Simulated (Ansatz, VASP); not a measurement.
## One calculation of MgB2, two programs

```
Mg B
1.0
     3.08500    0.00000    0.00000
    -1.54250    2.67169    0.00000
     0.00000    0.00000    3.55823
Mg B
1 2
Direct
  0.00000 0.00000 0.00000
  0.33333 0.66667 0.50000
  0.66667 0.33333 0.50000
```

Change from the starting cell: zz strain of +1 %, PAW files.

Alike in both runs: task electric field gradients; functional PBE; k mesh 12 × 12 × 9; occupations fermi-dirac, width 0.05 eV; no spin polarisation.

|  | VASP | Ansatz |
| --- | --- | --- |
| version | VASP 6.6.1 | Ansatz 0.2.0 |
| potentials or method | VASP PAW PBE potentials, release 64 (Mg, B) | PAW with Ansatz's default frozen-core files, scalar-relativistic |
| plane-wave cutoff (eV) | 520 | 420 |
| valence electrons in the cell | 8 | 16 |

|  | VASP | Ansatz | Ansatz less VASP |
| --- | --- | --- | --- |
| pressure (GPa) | -2.3 | -2.1 | +0.25 |
| largest component of the traceless stress (GPa) | 1.24 | 1.12 | -0.127 |
| Vzz of the field gradient on the site that differs most (V/Å²) | -0.1 | -2.9 | -2.79 |

The functional is the same, so the differences come from potentials, cutoffs and numerics. The two sets of potentials don't hold the same shells in valence.
